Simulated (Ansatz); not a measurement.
# GaP (F-43m): convergence test of the plane-wave cutoff from a Python script

How high a cutoff does GaP (F-43m) need? The task is a convergence test of the plane-wave cutoff, for GaP (F-43m).

All numbers are computed with the Python package of Ansatz 0.2.0. Level of theory: DFT PBE, plane waves, PAW.

**1. The structure**

Symmetry: F-43m, No. 216, cubic system. The conventional cell has a = 5.451 Å, b = 5.451 Å, c = 5.451 Å, α = 90.00°, β = 90.00°, γ = 90.00°. Ga (site symmetry -43m) is surrounded by 4 P at 2.36 Å. P (site symmetry -43m) has 4 Ga at 2.36 Å as nearest neighbours.

No structure file is read: the coordinates are typed or built in the script.

**2. The code**

Input file ecut_gap.py:

```python
"""Convergence of GaP with the plane-wave cutoff."""

import csv

import ansatz as az
import numpy as np


def main() -> None:
    vectors = np.array([
        [0.0, 2.72525, 2.72525],
        [2.72525, 0.0, 2.72525],
        [2.72525, 2.72525, 0.0],
    ])
    system = (
        az.Lattice.of(vectors)
        .atom("Ga", (0.0, 0.0, 0.0))
        .atom("P", (0.25, 0.25, 0.25))
    )

    calc = system.calculation()
    calc = calc.functional("PBE")
    calc = calc.kpoints(5, center="gamma")
    calc = calc.occupations("fixed").band_table()

    rows = []
    for value in [250, 350, 450, 550, 650]:
        data = calc.basis(value).run(threads=1).report
        rows.append((value, data["free_energy_ev"] / len(data["lattice"]["sites"]), data["n_iterations"], data["gap_by_band_count_ev"], data["n_pw"]))

    with open("ecut.csv", "w", newline="") as handle:
        writer = csv.writer(handle)
        writer.writerow(["cutoff (eV)", "F/atom (eV)", "iterations", "gap by band count (eV)", "plane waves"])
        writer.writerows([round(v, 5) if isinstance(v, float) else v for v in row] for row in rows)

    # differences from the last row
    for row in rows[:-1]:
        shift = 1000 * (row[1] - rows[-1][1])
        print(f"{row[0]}: {shift:+.2f} meV/atom" + ("  (within 1 meV)" if abs(shift) < 1 else ""))


if __name__ == "__main__":
    main()
```

**3. The calls as engine input**

The package turns the script's settings into the engine's input (first run):

```yaml
crystal:
  lattice:
    - [0.0, 2.72525, 2.72525]
    - [2.72525, 0.0, 2.72525]
    - [2.72525, 2.72525, 0.0]
  atoms:
    - { symbol: Ga, position: [0.0, 0.0, 0.0] }
    - { symbol: P, position: [0.25, 0.25, 0.25] }
basis:
  ecutwfc: 250.0
kpoints:
  mp_grid:
    grid: [5, 5, 5]
    shift: [0.0, 0.0, 0.0]
hamiltonian:
  xc: pbe
scf:
  occupations:
    method: fixed
output:
  eigenvalues: true
```

**4. Running it**

On the command line:

```
python ecut_gap.py
```

Standard output:

```text
DeckWarning: basis.ecutwfc = 250 eV is below the records' recommended 420 eV, and the density's cutoff is lower with it unless basis.ecutrho_ratio is high enough to keep the records' density cutoff: compare with a run at a higher cutoff
DeckWarning: basis.ecutwfc = 350 eV is below the records' recommended 420 eV, and the density's cutoff is lower with it unless basis.ecutrho_ratio is high enough to keep the records' density cutoff: compare with a run at a higher cutoff
250: +734.39 meV/atom
350: +8.17 meV/atom
450: +0.65 meV/atom  (within 1 meV)
550: +0.05 meV/atom  (within 1 meV)
```

(Warnings from the package without file and line.)

It took 4.1 s on 1 thread of Arm Neoverse V2, shared host; peak memory 0.36 GiB.

It wrote ecut.csv:

```csv
cutoff (eV),F/atom (eV),iterations,gap by band count (eV),plane waves
250,-2269.01901,7,1.60925,339
350,-2269.74523,6,1.59639,609
450,-2269.75275,7,1.59527,893
550,-2269.75335,6,1.59538,1243
650,-2269.7534,6,1.59538,1471
```

**5. Inputs of later runs**

The engine's inputs for some of the other runs:

Run 3, against run 1:

```diff
@@ -10 +10 @@
-  ecutwfc: 250.0
+  ecutwfc: 450.0
```

Run 4, against run 1:

```diff
@@ -10 +10 @@
-  ecutwfc: 250.0
+  ecutwfc: 550.0
```

Run 5, against run 1:

```diff
@@ -10 +10 @@
-  ecutwfc: 250.0
+  ecutwfc: 650.0
```

Lines on the test bed's own set-up are left out of the output.

**6. The engine's runs**

From the records of these 5 runs:

```csv
run,cutoff (eV),energy from run 5 (meV/atom),gap on the mesh (eV),SCF cycles,CPU time (s)
1,250,734.39,1.61,7,0.42
2,350,8.17,1.60,6,0.38
3,450,0.65,1.60,7,0.61
4,550,0.05,1.60,6,0.76
5,650,0.00,1.60,6,1.1
```

**7. Results**

```
                              quantity           value
                         runs compared               5
       last run but one, from the last  +0.05 meV/atom
within 5 meV/atom of the last run from             450
```

**Reading.** Runs 1, 2: each has a cutoff under the recommended one, so what rests on them isn't a property of the system. From 450 eV on it stays within 1 meV an atom of the value at 650 eV; the first row (250 eV) is off by 734.4 meV and the last but one by 0.05 meV. The energy falls steadily, as expected when plane waves are added. Along an axis with an odd division the mesh misses the point at one half; a gap read on a finite mesh is an upper bound on this functional's gap. Shifts are counted from the last row, which is itself no proven limit.
